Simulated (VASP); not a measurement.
# InAs (F-43m) in VASP: settings compared, part 2 of 2

VASP 6.6.1.

## 3. Band structure, PBE

The input, POSCAR:

```
InAs
1.0
    0.0000000000      3.0290000000      3.0290000000
    3.0290000000      0.0000000000      3.0290000000
    3.0290000000      3.0290000000      0.0000000000
In As
1 1
Direct
    0.0000000000      0.0000000000      0.0000000000
    0.2500000000      0.2500000000      0.2500000000
```

The input, INCAR.step1:

```
SYSTEM = InAs
ALGO = Normal
EDIFF = 1E-7
ENCUT = 520
GGA = PE
ISIF = 2
ISMEAR = -1
LASPH = .True.
LCHARG = .True.
LREAL = .False.
LWAVE = .False.
NELM = 80
PREC = Accurate
SIGMA = 0.02
```

The input, KPOINTS.step1:

```
k-points
0
Gamma
  6 6 6
  0 0 0
```

The input, INCAR.step2:

```
SYSTEM = InAs
ALGO = Normal
EDIFF = 1E-7
ENCUT = 520
GGA = PE
ICHARG = 11
ISIF = 2
ISMEAR = 0
LASPH = .True.
LCHARG = .False.
LREAL = .False.
LWAVE = .False.
NELM = 80
PREC = Accurate
SIGMA = 0.05
```

The input, KPOINTS.step2:

```
path GXWKGLUWLK,UX
15
line-mode
reciprocal
 0.0000000000  0.0000000000  0.0000000000  G
 0.5000000000  0.0000000000  0.5000000000  X

 0.5000000000  0.0000000000  0.5000000000  X
 0.5000000000  0.2500000000  0.7500000000  W

 0.5000000000  0.2500000000  0.7500000000  W
 0.3750000000  0.3750000000  0.7500000000  K

 0.3750000000  0.3750000000  0.7500000000  K
 0.0000000000  0.0000000000  0.0000000000  G

 0.0000000000  0.0000000000  0.0000000000  G
 0.5000000000  0.5000000000  0.5000000000  L

 0.5000000000  0.5000000000  0.5000000000  L
 0.6250000000  0.2500000000  0.6250000000  U

 0.6250000000  0.2500000000  0.6250000000  U
 0.5000000000  0.2500000000  0.7500000000  W

 0.5000000000  0.2500000000  0.7500000000  W
 0.5000000000  0.5000000000  0.5000000000  L

 0.5000000000  0.5000000000  0.5000000000  L
 0.3750000000  0.3750000000  0.7500000000  K

 0.6250000000  0.2500000000  0.6250000000  U
 0.5000000000  0.0000000000  0.5000000000  X
```

Potentials or basis: VASP PAW PBE potentials, release 64 (In_d, As).

Launch:

```sh
$ cat potpaw_PBE.64/In_d/POTCAR potpaw_PBE.64/As/POTCAR > POTCAR
$ cp INCAR.step1 INCAR
$ cp KPOINTS.step1 KPOINTS
$ mpirun -np 1 vasp_std > vasp.out
$ cp INCAR.step2 INCAR
$ cp KPOINTS.step2 KPOINTS
$ mpirun -np 1 vasp_std > vasp.out
```

OUTCAR:

```text
SYSTEM = InAs
   EDIFF = 1E-7
   ENCUT = 520
   GGA = PE
   ICHARG = 11
   ISIF = 2
   ISMEAR = 0
   LASPH = .True.
   LREAL = .False.
   NELM = 80
   PREC = Accurate

 ion  position               nearest neighbor table
   1  0.000  0.000  0.000-   2 2.62   2 2.62   2 2.62   2 2.62
   2  0.250  0.250  0.250-   1 2.62   1 2.62   1 2.62   1 2.62

  LATTYP: Found a face centered cubic cell.
 ALAT       =     6.0580000000

  Lattice vectors:

 A1 = (   0.0000000000,   3.0290000000,   3.0290000000)
 A2 = (   3.0290000000,   0.0000000000,   3.0290000000)
 A3 = (   3.0290000000,   3.0290000000,   0.0000000000)

Analysis of symmetry for initial positions (statically):
=====================================================================
 Subroutine PRICEL returns:
 Original cell was already a primitive cell.

 Routine SETGRP: Setting up the symmetry group for a
 face centered cubic supercell.

 Subroutine GETGRP returns: Found 24 space group operations
 (whereof 24 operations were pure point group operations)
 out of a pool of 48 trial point group operations.

[... 168 lines left out ...]
      3      -9.9286      2.00000
      4      -9.8036      2.00000
      5      -9.8036      2.00000
      6      -7.3665      2.00000
      7       4.2339      2.00000
      8       4.4594      1.45736
      9       4.4594      1.45736
     10       4.4594      1.45736
     11       8.3599      0.00000
     12       8.3599      0.00000
     13       8.3599      0.00000
[... 354 lines left out ...]
  band No.  band energies     occupation
      1     -10.0933      2.00000
      2      -9.8671      2.00000
      3      -9.8538      2.00000
      4      -9.8282      2.00000
      5      -9.7883      2.00000
      6      -5.3459      2.00000
      7      -1.2755      2.00000
      8       1.7543      2.00000
      9       1.7983      2.00000
     10       7.1844      0.00000
     11       7.5781      0.00000
     12      11.3879      0.00000
     13      11.8103      0.00000

 [... further k-points ...]

------------------------ aborting loop because EDIFF is reached ----------------------------------------

  FORCE on cell =-STRESS in cart. coord.  units (eV):
  Direction    XX          YY          ZZ          XY          YZ          ZX
  --------------------------------------------------------------------------------------
  -------------------------------------------------------------------------------------
  Total        1.0556741      1.0556741      1.0556741     -0.0000000      0.0000000     -0.0000000
  in kB       30.4307472     30.4307472     30.4307472     -0.0000000      0.0000000     -0.0000000
  external PRESSURE =      30.4307472 kB  Pullay stress =       0.0000000 kB

 VOLUME and BASIS-vectors are now :
 -----------------------------------------------------------------------------
  energy-cutoff  :      520.00
  volume of cell :       55.58
      direct lattice vectors                 reciprocal lattice vectors
     0.000000000  3.029000000  3.029000000    -0.165070981  0.165070981  0.165070981
     3.029000000  0.000000000  3.029000000     0.165070981 -0.165070981  0.165070981
     3.029000000  3.029000000  0.000000000     0.165070981  0.165070981 -0.165070981

 POSITION                                       TOTAL-FORCE (eV/Angst)
 -----------------------------------------------------------------------------------
      0.00000      0.00000      0.00000         0.000000      0.000000      0.000000
      1.51450      1.51450      1.51450        -0.000000     -0.000000     -0.000000
 -----------------------------------------------------------------------------------
    total drift:                               -0.000000     -0.000000     -0.000000

  FREE ENERGIE OF THE ION-ELECTRON SYSTEM (eV)
  ---------------------------------------------------
  free  energy   TOTEN  =        -7.8568684496 eV

  energy  without entropy=       -7.8550164041  energy(sigma->0) =       -7.85594243
```

OUTCAR.step1:

```text
SYSTEM = InAs
   EDIFF = 1E-7
   ENCUT = 520
   GGA = PE
   ISIF = 2
   ISMEAR = -1
   LASPH = .True.
[... 466 lines left out ...]
      0.00000      0.00000      0.00000         0.000000      0.000000      0.000000
      1.51450      1.51450      1.51450        -0.000000     -0.000000     -0.000000
 -----------------------------------------------------------------------------------
    total drift:                               -0.000000     -0.000000     -0.000000

  FREE ENERGIE OF THE ION-ELECTRON SYSTEM (eV)
  ---------------------------------------------------
  free  energy   TOTEN  =        -7.6613145834 eV

  energy  without entropy=       -7.6609609457  energy(sigma->0) =       -7.66113776
```

OSZICAR.step1:

```text
N       E                     dE             d eps       ncg     rms          rms(c)
DAV:   1     0.118572929758E+03    0.11857E+03   -0.85283E+03   416   0.148E+03
DAV:   2     0.638736924436E+00   -0.11793E+03   -0.11416E+03   431   0.339E+02
DAV:   3    -0.771019434022E+01   -0.83489E+01   -0.82971E+01   551   0.938E+01
DAV:   4    -0.792859275763E+01   -0.21840E+00   -0.21819E+00   475   0.169E+01
DAV:   5    -0.793993964424E+01   -0.11347E-01   -0.11346E-01   622   0.343E+00    0.453E+00
DAV:   6    -0.768371742592E+01    0.25622E+00   -0.46805E-01   625   0.127E+01    0.254E+00
DAV:   7    -0.765953895334E+01    0.24178E-01   -0.14490E-01   582   0.369E+00    0.722E-01
DAV:   8    -0.766046907481E+01   -0.93012E-03   -0.13501E-02   499   0.168E+00    0.211E-01
DAV:   9    -0.766113457660E+01   -0.66550E-03   -0.12087E-03   496   0.407E-01    0.121E-01
DAV:  10    -0.766126975319E+01   -0.13518E-03   -0.19019E-04   551   0.206E-01    0.786E-02
DAV:  11    -0.766130965664E+01   -0.39903E-04   -0.15833E-04   456   0.147E-01    0.701E-02
DAV:  12    -0.766131400251E+01   -0.43459E-05   -0.12548E-05   446   0.288E-02    0.162E-02
DAV:  13    -0.766131423004E+01   -0.22753E-06   -0.20031E-06   506   0.995E-03    0.870E-03
DAV:  14    -0.766131436589E+01   -0.13585E-06   -0.17695E-07   440   0.462E-03    0.270E-03
DAV:  15    -0.766131453428E+01   -0.16839E-06   -0.23171E-08   263   0.199E-03    0.678E-04
DAV:  16    -0.766131458343E+01   -0.49147E-07   -0.64450E-09   238   0.843E-04
   1 F= -.76613146E+01 E0= -.76611378E+01  d E =-.353638E-03
```

It took 31 s on 1 thread of Intel Xeon Platinum 8488C (Sapphire Rapids), shared host; peak memory 0.26 GiB.

What came out:

```
Band gap along the path : none (metal or under the smearing width)
```

Levels at the corners of the path, in eV from the Fermi level:
| point | band 6 | band 7 | band 8 | band 9 | band 10 | band 11 | band 12 | band 13 |
| --- | --- | --- | --- | --- | --- | --- | --- | --- |
| Γ | -11.84 | -0.24 | -0.01 | -0.01 | -0.01 | 3.89 | 3.89 | 3.89 |
| X | -9.85 | -5.83 | -2.32 | -2.32 | 1.54 | 2.04 | 9.14 | 9.22 |
| X | -9.85 | -5.83 | -2.32 | -2.32 | 1.54 | 2.04 | 9.16 | 9.22 |
| W | -9.80 | -5.69 | -2.94 | -2.86 | 4.17 | 4.27 | 4.97 | 6.06 |
| W | -9.80 | -5.69 | -2.94 | -2.86 | 4.17 | 4.27 | 4.97 | 6.06 |
| K | -9.87 | -5.70 | -3.26 | -1.95 | 2.10 | 4.24 | 7.27 | 7.37 |
| K | -9.87 | -5.70 | -3.26 | -1.95 | 2.10 | 4.24 | 7.27 | 7.37 |
| Γ | -11.84 | -0.24 | -0.01 | -0.01 | -0.01 | 3.89 | 3.89 | 3.89 |
| Γ | -11.84 | -0.24 | -0.01 | -0.01 | -0.01 | 3.89 | 3.89 | 3.89 |
| L | -10.39 | -5.75 | -0.99 | -0.99 | 0.93 | 4.66 | 4.66 | 6.83 |
| L | -10.39 | -5.75 | -0.99 | -0.99 | 0.93 | 4.66 | 4.66 | 6.83 |
| U | -9.87 | -5.70 | -3.26 | -1.95 | 2.10 | 4.24 | 7.27 | 7.37 |
| U | -9.87 | -5.70 | -3.26 | -1.95 | 2.10 | 4.24 | 7.27 | 7.37 |
| W | -9.80 | -5.69 | -2.94 | -2.86 | 4.17 | 4.27 | 4.97 | 6.06 |
| W | -9.80 | -5.69 | -2.94 | -2.86 | 4.17 | 4.27 | 4.97 | 6.06 |
| L | -10.39 | -5.75 | -0.99 | -0.99 | 0.93 | 4.66 | 4.66 | 6.83 |
| L | -10.39 | -5.75 | -0.99 | -0.99 | 0.93 | 4.66 | 4.66 | 6.83 |
| K | -9.87 | -5.70 | -3.26 | -1.95 | 2.10 | 4.24 | 7.27 | 7.37 |
| U | -9.87 | -5.70 | -3.26 | -1.95 | 2.10 | 4.24 | 7.27 | 7.37 |
| X | -9.85 | -5.83 | -2.32 | -2.32 | 1.54 | 2.04 | 9.16 | 9.22 |

Caveat: the log is that of the step along the path at fixed density, whose energy, stress, charges and moments have no meaning; spin-orbit coupling is left out, which moves the levels of the heavy elements; this crystal is a semiconductor, whose small gap the functional closes, so the metal is an error of the method.

## 4. Against experiment

Step 2. A measured gap of InAs is 0.418 eV (direct; 4.2 K; a printed reference work, data compilation); the calculated 0.52 eV misses it by +0.10 eV. Spin-orbit coupling on As, In is left out. The value is that of HSE06, without temperature or zero-point motion.

Step 3. Measured gap of InAs: 0.418 eV (direct; 4.2 K; a printed reference work, data compilation). This calculation gives 0.00 eV (-0.42 eV). Spin-orbit coupling on As, In is left out. The value is that of PBE, without temperature or zero-point motion. Semilocal functionals fall short of measured gaps as a rule.
